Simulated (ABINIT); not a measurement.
# BN (P6_3mc) in ABINIT: further runs

The runs below take BN through band structure, with PBE.

Everything below comes from runs of ABINIT 10.8.3 (patched build). Logs are shortened: lines on timing, memory, paths and dates and some standing lists are left out, and cuts for length are marked. The log counts tension as positive stress, the text compression.

**1. The structure**

The structure is hexagonal, space group P6_3mc (No. 186). Conventional cell: a = 2.554 Å, b = 2.554 Å, c = 4.227 Å, α = 90.00°, β = 90.00°, γ = 120.00°. Around N (site symmetry 3m) lie 4 B at 1.57 to 1.58 Å. B (site symmetry 3m) has 4 N at 1.57 to 1.58 Å as nearest neighbours.

Measurements of this composition are mostly on another form, of space group No. 194.

**2. Band structure, PBE**

run.abi reads:

```
# Datasets: ground state, then fixed potential
ndtset 2

# Pseudopotentials
pp_dirpath "./"
pseudos "N.upf, B.upf"

# Structure
acell 2.5539396017 2.5539396017 4.226855 Angstrom
rprim
     1.0000000000     0.0000000000     0.0000000000
    -0.5000000000     0.8660254038     0.0000000000
     0.0000000000     0.0000000000     1.0000000000
ntypat 2
znucl 7 5
natom 4
typat 1 1 2 2
xcart
    -0.0000000002     1.4745177166     0.5295234870
     1.2769698010     0.7372588582     2.6429509870
    -0.0000000002     1.4745177166     2.1122608880
     1.2769698010     0.7372588582     4.2256883880 Angstrom

# Plane-wave basis
ecut 46.0

# Exchange and correlation
ixc 11

# Bands and occupations
occopt 3
tsmear 0.05 eV

# SCF cycle
nstep 100

# Output
iomode 3
prtwf 0
prteig 0
prtebands 0
enunit 1
prtden1 1

# Dataset 1
kptopt1 1
ngkpt1 12 12 6
nshiftk1 1
shiftk1 0.0 0.0 0.0
nband1 12
tolvrs1 1.0e-10

# Dataset 2: bands along G-M-K-G-A-L-H-A
iscf2 -2
getden2 1
nband2 18
nbdbuf2 4
tolwfr2 1.0e-11
kptopt2 -7
ndivsm2 8
prteig2 1
kptbounds2
     0.0000000000     0.0000000000     0.0000000000
     0.5000000000     0.0000000000     0.0000000000
     0.3333333333     0.3333333333     0.0000000000
     0.0000000000     0.0000000000     0.0000000000
     0.0000000000     0.0000000000     0.5000000000
     0.5000000000     0.0000000000     0.5000000000
     0.3333333333     0.3333333333     0.5000000000
     0.0000000000     0.0000000000     0.5000000000
```

Potentials or basis: Ansatz NC PBE.

The run is started by

```
abinit run.abi > log 2>&1
```

run.abo:

```text
[... set-up lines left out ...]
 ETOT  1  -27.683068483868    -2.768E+01 7.943E-02 2.454E+02
 ETOT  2  -27.711028247301    -2.796E-02 2.415E-02 1.969E+02
 ETOT  3  -27.775752426264    -6.472E-02 4.518E-03 4.128E-01
 ETOT  4  -27.775910418609    -1.580E-04 2.984E-03 9.228E-03
 ETOT  5  -27.775912239362    -1.821E-06 1.855E-03 1.041E-04
 ETOT  6  -27.775912250212    -1.085E-08 1.032E-03 1.910E-06
 ETOT  7  -27.775912250464    -2.520E-10 8.625E-04 2.845E-08
 ETOT  8  -27.775912250469    -5.102E-12 5.196E-04 2.887E-10
 ETOT  9  -27.775912250469    -3.553E-14 2.584E-04 4.129E-12

 At SCF step    9       vres2   =  4.13E-12 < tolvrs=  1.00E-10 =>converged.

 Cartesian components of stress tensor (hartree/bohr^3)
  sigma(1 1)= -1.24867238E-05  sigma(3 2)=  0.00000000E+00
  sigma(2 2)= -1.24867241E-05  sigma(3 1)=  0.00000000E+00
  sigma(3 3)=  1.39618263E-05  sigma(2 1)=  0.00000000E+00

--- !ResultsGS
iteration_state: {dtset: 1, }
comment   : Summary of ground state results
lattice_vectors:
- [  4.8262464,   0.0000000,   0.0000000, ]
- [ -2.4131232,   4.1796520,   0.0000000, ]
- [  0.0000000,   0.0000000,   7.9875983, ]
lattice_lengths: [   4.82625,    4.82625,    7.98760, ]
lattice_angles: [ 90.000,  90.000, 120.000, ] # degrees, (23, 13, 12)
lattice_volume:   1.6112608E+02
convergence: {deltae: -3.553E-14, res2:  4.129E-12, residm:  2.584E-04, diffor: null, }
etotal    :  -2.77759123E+01
entropy   :   0.00000000E+00
fermie    :   3.86102619E-01
cartesian_stress_tensor: # hartree/bohr^3
- [ -1.24867238E-05,   0.00000000E+00,   0.00000000E+00, ]
- [  0.00000000E+00,  -1.24867241E-05,   0.00000000E+00, ]
- [  0.00000000E+00,   0.00000000E+00,   1.39618263E-05, ]
pressure_GPa:   1.0799E-01
xred      :
- [  3.3333E-01,   6.6667E-01,   1.2528E-01,  N]
- [  6.6667E-01,   3.3333E-01,   6.2528E-01,  N]
- [  3.3333E-01,   6.6667E-01,   4.9972E-01,  B]
- [  6.6667E-01,   3.3333E-01,   9.9972E-01,  B]
cartesian_forces: # hartree/bohr
- [ -8.92667305E-28,  -5.15381709E-28,  -2.93372313E-04, ]
- [  8.92667305E-28,   5.15381709E-28,  -2.93372313E-04, ]
- [ -4.46333652E-28,  -2.57690854E-28,   2.93372313E-04, ]
- [  4.46333652E-28,   2.57690854E-28,   2.93372313E-04, ]
force_length_stats: {min:   2.93372313E-04, max:   2.93372313E-04, mean:   2.93372313E-04, }
...

 Integrated electronic density in atomic spheres:
 ------------------------------------------------
 Atom  Sphere_radius  Integrated_density
    1        2.00000          5.73276657
    2        2.00000          5.73276657
    3        2.00000          3.25130457
    4        2.00000          3.25130457
================================================================================

 ----iterations are completed or convergence reached----

 Mean square residual over all n,k,spin=   17.681E-07; max=  25.840E-05
 reduced coordinates (array xred) for    4 atoms
       0.333333333319      0.666666666657      0.125276000005
       0.666666666652      0.333333333324      0.625276000005
       0.333333333319      0.666666666657      0.499723999995
       0.666666666652      0.333333333324      0.999723999995
 rms dE/dt=  1.3529E-03; max dE/dt=  2.3428E-03; dE/dt below (all hartree)
    1       0.000000000000      0.000000000000      0.002342793682
    2      -0.000000000000      0.000000000000      0.002342793682
    3       0.000000000000      0.000000000000     -0.002343886715
    4      -0.000000000000      0.000000000000     -0.002343886715

 cartesian coordinates (angstrom) at end:
    1     -0.00000000002500     1.47451771654051     0.52952348700000
[... 80 lines left out ...]

================================================================================
 Non-SCF case, kpt    1 (  0.00000  0.00000  0.00000), residuals and eigenvalues=
  4.84E-12  1.95E-12  7.41E-12  8.64E-12  2.74E-12  2.15E-12  5.73E-12  5.09E-12
  1.92E-12  7.62E-12  1.43E-12  9.25E-12  3.43E-12  3.30E-12  3.95E-12  9.95E-08
  3.15E-07  1.72E-04
 -4.1193E-01 -2.6129E-01 -6.4141E-02  2.5665E-01  2.5665E-01  3.2362E-01
  3.3378E-01  3.3378E-01  6.4044E-01  6.4044E-01  6.4760E-01  6.8023E-01
  7.2475E-01  7.6868E-01  7.6868E-01  9.2483E-01  1.1222E+00  1.1246E+00
 Non-SCF case, kpt    2 (  0.03333  0.00000  0.00000), residuals and eigenvalues=
  4.39E-13  1.50E-12  6.93E-12  3.92E-12  5.38E-12  2.44E-12  4.77E-12  1.75E-12
  4.44E-12  6.13E-12  6.20E-12  3.19E-12  4.80E-12  1.48E-12  4.94E-12  1.73E-08
  2.93E-07  5.23E-06
 -4.1105E-01 -2.6061E-01 -6.3263E-02  2.5237E-01  2.5490E-01  3.2272E-01
  3.3029E-01  3.3285E-01  6.3807E-01  6.4229E-01  6.5012E-01  6.8315E-01
  7.2824E-01  7.6884E-01  7.7133E-01  9.2352E-01  1.0887E+00  1.1195E+00
 Non-SCF case, kpt    3 (  0.06667  0.00000  0.00000), residuals and eigenvalues=
[... 622 lines left out ...]
 Non-SCF case, kpt   92 (  0.01852  0.01852  0.50000), residuals and eigenvalues=
  1.79E-12  9.18E-13  4.81E-12  2.93E-12  4.08E-12  2.63E-12  1.78E-12  2.76E-12
  8.83E-12  9.26E-13  8.52E-12  1.81E-12  4.61E-12  7.14E-12  7.03E-11  1.28E-10
  1.97E-05  1.25E-04
 -3.5820E-01 -3.5820E-01  1.2534E-01  1.2534E-01  2.8752E-01  2.8752E-01
  2.8972E-01  2.8972E-01  6.8183E-01  6.8183E-01  6.9573E-01  6.9573E-01
  6.9955E-01  6.9955E-01  8.1722E-01  8.1722E-01  1.1868E+00  1.1869E+00
 Non-SCF case, kpt   93 (  0.00000  0.00000  0.50000), residuals and eigenvalues=
  5.51E-12  5.99E-12  2.24E-12  7.94E-12  2.37E-12  3.10E-12  3.99E-12  5.61E-12
  9.01E-13  6.49E-12  4.87E-12  8.44E-12  2.16E-12  9.70E-12  1.23E-12  2.12E-11
  2.11E-06  3.81E-06
 -3.5897E-01 -3.5897E-01  1.2503E-01  1.2503E-01  2.9107E-01  2.9107E-01
  2.9107E-01  2.9107E-01  6.7992E-01  6.7992E-01  6.9709E-01  6.9709E-01
  6.9709E-01  6.9709E-01  8.1588E-01  8.1588E-01  1.1919E+00  1.1919E+00

--- !ResultsGS
iteration_state: {dtset: 2, }
comment   : Summary of ground state results
lattice_vectors:
- [  4.8262464,   0.0000000,   0.0000000, ]
- [ -2.4131232,   4.1796520,   0.0000000, ]
- [  0.0000000,   0.0000000,   7.9875983, ]
lattice_lengths: [   4.82625,    4.82625,    7.98760, ]
lattice_angles: [ 90.000,  90.000, 120.000, ] # degrees, (23, 13, 12)
lattice_volume:   1.6112608E+02
convergence: {deltae:  0.000E+00, res2:  0.000E+00, residm:  9.948E-12, diffor:  0.000E+00, }
etotal    :  -2.77759123E+01
entropy   :   0.00000000E+00
fermie    :   3.86102619E-01
cartesian_stress_tensor: null
pressure_GPa: null
xred      :
- [  3.3333E-01,   6.6667E-01,   1.2528E-01,  N]
- [  6.6667E-01,   3.3333E-01,   6.2528E-01,  N]
- [  3.3333E-01,   6.6667E-01,   4.9972E-01,  B]
- [  6.6667E-01,   3.3333E-01,   9.9972E-01,  B]
cartesian_forces: null
force_length_stats: {min: null, max: null, mean: null, }
...

 Integrated electronic density in atomic spheres:
 ------------------------------------------------
 Atom  Sphere_radius  Integrated_density
    1        2.00000          5.73276657
    2        2.00000          5.73276657
    3        2.00000          3.25130457
    4        2.00000          3.25130457
================================================================================

 ----iterations are completed or convergence reached----

 Mean square residual over all n,k,spin=   42.795E-13; max=  99.484E-13
 reduced coordinates (array xred) for    4 atoms
       0.333333333319      0.666666666657      0.125276000005
       0.666666666652      0.333333333324      0.625276000005
       0.333333333319      0.666666666657      0.499723999995
       0.666666666652      0.333333333324      0.999723999995

 cartesian coordinates (angstrom) at end:
    1     -0.00000000002500     1.47451771654051     0.52952348700000
    2      1.27696980082500     0.73725885825949     2.64295098700000
    3     -0.00000000002500     1.47451771654051     2.11226088800000
    4      1.27696980082500     0.73725885825949     4.22568838800000
 length scales=  4.826246389323  4.826246389323  7.987598323924 bohr
              =  2.553939601700  2.553939601700  4.226855000000 angstroms
 Eigenvalues (   eV  ) for nkpt=  93  k points:
 kpt#   1, nband= 18, wtk=  1.00000, kpt=  0.0000  0.0000  0.0000 (reduced coord)
 -11.20926   -7.11003   -1.74536    6.98371    6.98371    8.80628    9.08270    9.08270
  17.42733   17.42733   17.62216   18.51010   19.72158   20.91694   20.91694   25.16593
  30.53648   30.60110
 kpt#   2, nband= 18, wtk=  1.00000, kpt=  0.0333  0.0000  0.0000 (reduced coord)
 -11.18522   -7.09149   -1.72148    6.86730    6.93626    8.78175    8.98759    9.05739
  17.36268   17.47757   17.69076   18.58940   19.81647   20.92113   20.98891   25.13036
  29.62390   30.46248
 kpt#   3, nband= 18, wtk=  1.00000, kpt=  0.0667  0.0000  0.0000 (reduced coord)
 -11.11323   -7.03624   -1.64999    6.53301    6.80039    8.69073    8.73084    8.98189
  17.24039   17.62306   17.81572   18.82763   20.06448   20.95124   21.19944   25.02313
  28.65641   30.28006
 kpt#   4, nband= 18, wtk=  1.00000, kpt=  0.1000  0.0000  0.0000 (reduced coord)
 -10.99364   -6.94544   -1.53130    6.01917    6.59287    8.27870    8.59533    8.85871
  17.09381   17.84857   17.95693   19.19421   20.35104   21.08557   21.53364   24.84204
  27.76437   30.07205
 kpt#   5, nband= 18, wtk=  1.00000, kpt=  0.1333  0.0000  0.0000 (reduced coord)
[... 341 lines left out ...]
  18.64541   18.64541   18.80666   18.80666   19.68064   19.68064   22.47941   22.47941
  31.46678   31.46679
 kpt#  91, nband= 18, wtk=  1.00000, kpt=  0.0370  0.0370  0.5000 (reduced coord)
  -9.68368   -9.68368    3.43401    3.43401    7.55010    7.55010    7.77398    7.77398
  18.65194   18.65194   18.83836   18.83836   19.26967   19.26967   22.33755   22.33755
  31.94037   31.96122
 kpt#  92, nband= 18, wtk=  1.00000, kpt=  0.0185  0.0185  0.5000 (reduced coord)
  -9.74703   -9.74703    3.41067    3.41067    7.82388    7.82388    7.88360    7.88360
  18.55347   18.55347   18.93189   18.93189   19.03570   19.03570   22.23775   22.23775
  32.29572   32.29763
 kpt#  93, nband= 18, wtk=  1.00000, kpt=  0.0000  0.0000  0.5000 (reduced coord)
  -9.76819   -9.76819    3.40236    3.40236    7.92036    7.92036    7.92036    7.92036
  18.50144   18.50144   18.96877   18.96877   18.96877   18.96877   22.20123   22.20123
  32.43208   32.43215

== END DATASET(S) ==============================================================
================================================================================

 -outvars: echo values of variables after computation  --------
            acell      4.8262463893E+00  4.8262463893E+00  7.9875983239E+00 Bohr
           etotal1    -2.7775912250E+01
            fcart1    -8.9266730488E-28 -5.1538170876E-28 -2.9337231337E-04
                       8.9266730488E-28  5.1538170876E-28 -2.9337231337E-04
                      -4.4633365244E-28 -2.5769085438E-28  2.9337231337E-04
                       4.4633365244E-28  2.5769085438E-28  2.9337231337E-04
            rprim      1.0000000000E+00  0.0000000000E+00  0.0000000000E+00
                      -5.0000000000E-01  8.6602540380E-01  0.0000000000E+00
                       0.0000000000E+00  0.0000000000E+00  1.0000000000E+00
           strten1    -1.2486723809E-05 -1.2486724080E-05  1.3961826298E-05
                       0.0000000000E+00  0.0000000000E+00  0.0000000000E+00
           xangst     -2.4999871910E-11  1.4745177165E+00  5.2952348700E-01
                       1.2769698008E+00  7.3725885826E-01  2.6429509870E+00
                      -2.4999871910E-11  1.4745177165E+00  2.1122608880E+00
                       1.2769698008E+00  7.3725885826E-01  4.2256883880E+00
             xred      3.3333333332E-01  6.6666666666E-01  1.2527600000E-01
                       6.6666666665E-01  3.3333333332E-01  6.2527600000E-01
                       3.3333333332E-01  6.6666666666E-01  4.9972400000E-01
                       6.6666666665E-01  3.3333333332E-01  9.9972400000E-01
 Calculation completed.
```

Run time: 80 s. Hardware: 1 thread of Arm Neoverse V2, shared host; peak memory 0.13 GiB.

What came out:

* Free energy: -755.8211 eV
* Pressure: 0.1 GPa
* Largest force: 0.015 eV/Å
* Band gap on the k mesh: 5.20 eV, indirect (least direct gap 8.24 eV)
* Band gap along the path: 5.20 eV, indirect (least direct gap 8.24 eV)
* All electrons inside the program's atomic spheres: N 5.73; B 3.25

Forces on the atoms (eV/Å):
```
N    0.000  0.000 -0.015
N    0.000  0.000 -0.015
B    0.000  0.000  0.015
B    0.000  0.000  0.015
```

Stress tensor (GPa, compression positive):
```
 0.37  0.00  0.00
 0.00  0.37  0.00
 0.00  0.00 -0.41
```

Levels at the corners of the path, in eV from the valence-band top:
| point | band 4 | band 5 | band 6 | band 7 | band 8 | band 9 | band 10 | band 11 | band 12 | band 13 |
| --- | --- | --- | --- | --- | --- | --- | --- | --- | --- | --- |
| Γ | -2.10 | -2.10 | -0.28 | 0.00 | 0.00 | 8.34 | 8.34 | 8.54 | 9.43 | 10.64 |
| M | -7.75 | -6.86 | -4.93 | -4.37 | -2.09 | 6.69 | 7.93 | 10.56 | 11.39 | 12.80 |
| K | -7.16 | -7.16 | -5.38 | -5.37 | -5.37 | 5.20 | 13.36 | 13.36 | 13.81 | 14.29 |
| Γ | -2.10 | -2.10 | -0.28 | 0.00 | 0.00 | 8.34 | 8.34 | 8.54 | 9.43 | 10.64 |
| A | -5.68 | -1.16 | -1.16 | -1.16 | -1.16 | 9.42 | 9.42 | 9.89 | 9.89 | 9.89 |
| L | -9.94 | -3.73 | -3.73 | -3.55 | -3.55 | 6.56 | 6.56 | 9.98 | 9.98 | 14.18 |
| H | -8.77 | -7.65 | -7.65 | -3.01 | -3.01 | 9.25 | 9.25 | 10.14 | 10.14 | 14.32 |
| A | -5.68 | -1.16 | -1.16 | -1.16 | -1.16 | 9.42 | 9.42 | 9.89 | 9.89 | 9.89 |

Expect the measured gap to be larger: semilocal functionals such as PBE lack the derivative discontinuity.

(Continued in part 2 of 3.)
